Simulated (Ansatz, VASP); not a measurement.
## CaO in VASP and in Ansatz

```xyz
2
Lattice="-1.7081 1.7081 2.4201 1.7081 -1.7081 2.4201 1.7081 1.7081 -2.4201" Properties=species:S:1:pos:R:3 pbc="T T T"
Ca    0.0000    0.0000    0.1742
O     0.0000    0.0000    2.5945
```

Change from the starting cell: species swapped into the SnP type (I4mm, No. 107).

Alike in both runs: functional PBE; k mesh 8 × 8 × 8; occupations gaussian, width 0.1 eV; no spin polarisation.

Ansatz relaxed the structure, and its values are those at the end. VASP's run is a single point on that final structure, the one shown.

```csv
,VASP,Ansatz
version,VASP 6.6.1,Ansatz 0.2.0
potentials or method,"VASP PAW PBE potentials, release 64 (Ca_sv, O)","scalar-relativistic, plane waves, PAW"
plane-wave cutoff (eV),520,420
valence electrons in the cell,16,16
```

|  | VASP | Ansatz | Ansatz less VASP |
| --- | --- | --- | --- |
| gap on the k mesh at the Fermi level (eV) | 3.64 | 3.65 | +0.019 |
| least direct gap on the mesh (eV) | 4.01 | 4.03 | +0.018 |
| pressure (GPa) | 0.3 | -0.2 | -0.53 |

A k mesh can miss the band edges.
